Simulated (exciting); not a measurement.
A run of exciting (release sodium) is set up as follows.

Contents of input.xml:

```xml
<input>
  <title>CdTe</title>
  <structure speciespath="./" tshift="false" cartesian="true">
    <crystal scale="1.88972612463">
      <basevect>0.000000000000 3.205000000000 3.205000000000</basevect>
      <basevect>3.205000000000 0.000000000000 3.205000000000</basevect>
      <basevect>3.205000000000 3.205000000000 0.000000000000</basevect>
    </crystal>
    <species speciesfile="Te.xml" rmt="2.3">
      <atom coord="9.084858344138 9.084858344138 9.084858344138"/>
    </species>
    <species speciesfile="Cd.xml" rmt="2.3">
      <atom coord="0.000000000000 0.000000000000 0.000000000000"/>
    </species>
  </structure>
  <groundstate do="fromscratch" ngridk="7 7 7" rgkmax="8" gmaxvr="14" lmaxapw="10" lmaxmat="10" lmaxvr="8" stype="Fermi Dirac" swidth="0.00183747" nempty="10" ValenceRelativity="iora*" epsengy="1e-06" epspot="1e-06" maxscl="80" outputlevel="low">
    <libxc exchange="XC_GGA_X_PBE" correlation="XC_GGA_C_PBE"/>
  </groundstate>
  <properties>
    <chargedensityplot>
      <plot3d>
        <box grid="23 23 23">
          <origin coord="0 0 0"/>
          <point coord="1 0 0"/>
          <point coord="0 1 0"/>
          <point coord="0 0 1"/>
        </box>
      </plot3d>
    </chargedensityplot>
    <elfplot>
      <plot3d>
        <box grid="23 23 23">
          <origin coord="0 0 0"/>
          <point coord="1 0 0"/>
          <point coord="0 1 0"/>
          <point coord="0 0 1"/>
        </box>
      </plot3d>
    </elfplot>
    <exccplot>
      <plot3d>
        <box grid="23 23 23">
          <origin coord="0 0 0"/>
          <point coord="1 0 0"/>
          <point coord="0 1 0"/>
          <point coord="0 0 1"/>
        </box>
      </plot3d>
    </exccplot>
  </properties>
</input>
```

Potentials or basis: all-electron LAPW+lo, shipped species files, valence relativity iora*.

Run with:

```console
$ OMP_NUM_THREADS=1 exciting_smp
```

(1) Estimate the band gap on the k mesh.

## Answers

(1) 0.86 eV, direct.

Caveat: spin-orbit coupling is left out, which moves the levels of the heavy elements.

**What was measured.**

A printed reference work, data compilation reports, for a bulk crystal of CdTe at 0 K: band gap 1.607 eV.

Measured gap of CdTe: 1.607 eV (0 K; a printed reference work, data compilation). This calculation gives 0.86 eV (-0.75 eV). Spin-orbit coupling on Cd, Te is left out. The value is that of PBE (libxc), without temperature or zero-point motion.
